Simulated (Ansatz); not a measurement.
Crystal: NaCl.

```xyz
2
Lattice="3.5022 0.0000 0.0000 0.0000 3.5022 0.0000 0.0000 0.0000 3.5022" Properties=species:S:1:pos:R:3 pbc="T T T"
Cl    1.7511    1.7511    1.7511
Na    0.0000    0.0000    0.0000
```

Measurements of this composition are mostly on another form, of space group No. 225.

- Program: Ansatz 0.2.0
- Task: relaxation of cell and atoms
- Functional: PBE
- Dispersion: D3(BJ)
- Potentials or basis: all-electron LAPW, scalar-relativistic
- Basis error allowed: 0.001 eV/atom
- k mesh: 8 × 8 × 8
- Occupations: fermi-dirac, width 0.05 eV
- Spin: no spin polarisation

At the start: volume 21.48 Å³/atom.

**Question.** Where does the relaxation end?

**Answer.** Over 5 steps the energy falls by 6.2 meV/atom and the volume is 20.26 Å³/atom (-5.7 %); space group Pm-3m (No. 221, to 0.05 Å).

Step by step:
| step | energy change (eV) | largest force (eV/Å) | volume (Å³) |
| --- | --- | --- | --- |
| 1 | 0.0000 | 0.0000 | 42.96 |
| 2 | -0.0102 | 0.0000 | 41.51 |
| 3 | -0.0124 | 0.0000 | 40.40 |
| 4 | -0.0124 | 0.0000 | 40.52 |
| 5 | -0.0124 | 0.0000 | 40.52 |

Final structure:
```
CELL_PARAMETERS angstrom
3.43474 0.00000 0.00000
0.00000 3.43474 0.00000
0.00000 0.00000 3.43474
ATOMIC_POSITIONS crystal
Cl 0.50000 0.50000 0.50000
Na 0.00000 0.00000 0.00000
```
